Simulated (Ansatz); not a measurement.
# Ti: substituted relatives

An exercise on one series of results from a longer session: the logs are not shown, and one member is left open.

Computed with Ansatz 0.2.0 (DFT r2SCAN, scalar-relativistic, plane waves, PAW, unless a step's input says otherwise).

1 further run of the same task is left out (set aside as unsound or not needed).

### The structure to begin with

The structure is cubic, space group Fm-3m (No. 225). Conventional cell: a = 4.110 Å, b = 4.110 Å, c = 4.110 Å, α = 90.00°, β = 90.00°, γ = 90.00°. Ti (site symmetry m-3m) is surrounded by 12 Ti at 2.91 Å.

As a file:

```
CELL_PARAMETERS angstrom
0.00000 2.05515 2.05515
2.05515 0.00000 2.05515
2.05515 2.05515 0.00000
ATOMIC_POSITIONS crystal
Ti 0.00000 0.00000 0.00000
```

This cell was relaxed beforehand with the same method: volume 17.36 Å³/atom, gap on the mesh none (metal).

Set-up of the first run:

input.yaml

```yaml
crystal:
  lattice:
    - [0.0, 2.1874114473, 2.1874114473]
    - [2.1874114473, 0.0, 2.1874114473]
    - [2.1874114473, 2.1874114473, 0.0]
  atoms:
    - { symbol: Hf, position: [0.0, 0.0, 0.0] }
basis:
  ecutwfc: 500
kpoints:
  mp_grid: { grid: [8, 8, 8] }
hamiltonian:
  xc: r2scan
scf:
  occupations: { method: gaussian, width: 0.1 }
output:
  forces: true
  stress: true
  eigenvalues: true
```

On the command line:

```
$ ansatz run input.yaml --threads 1 --pin off --max-ram 2560MiB --backend cpu --events-out ev --progress --plain --runs-dir out
```

Steps of the session up to this table: A first look at the start (Hf); Rough relaxation on the coarse mesh (Hf); Full relaxation (Hf); Probe: one point at the start (Pb); Rough relaxation on the coarse mesh (Pb); Relaxing cell and atoms (Pb).

One of the session's tables, all rows but one given; the rest of the session is left out.

Lengths are those of the vectors of the cell that was run:

| swap | volume (Å³/atom) | a (Å) | b (Å) | c (Å) |
| --- | --- | --- | --- | --- |
| none | 17.36 | 2.906 | 2.906 | 2.906 |
| Ti → Si | 13.86 | 2.696 | 2.696 | 2.696 |
| Ti → Ge | 19.01 | 2.995 | 2.995 | 2.995 |
| Ti → Zr | 23.33 | 3.208 | 3.208 | 3.208 |
| Ti → Ir | 14.21 | 2.718 | 2.718 | 2.718 |
| Ti → Hf | ? | ? | ? | ? |
| Ti → Pb | 31.17 | 3.532 | 3.532 | 3.532 |

Estimate the missing values for Ti → Hf.

The run gave: volume (Å³/atom): 22.47; a (Å): 3.167; b (Å): 3.167; c (Å): 3.167. In the column «volume (Å³/atom)» it lies between Ti → Ge (19.01) and Ti → Zr (23.33).

Lengths are those of the computed cell. Rows of earlier swaps come from the sessions before.
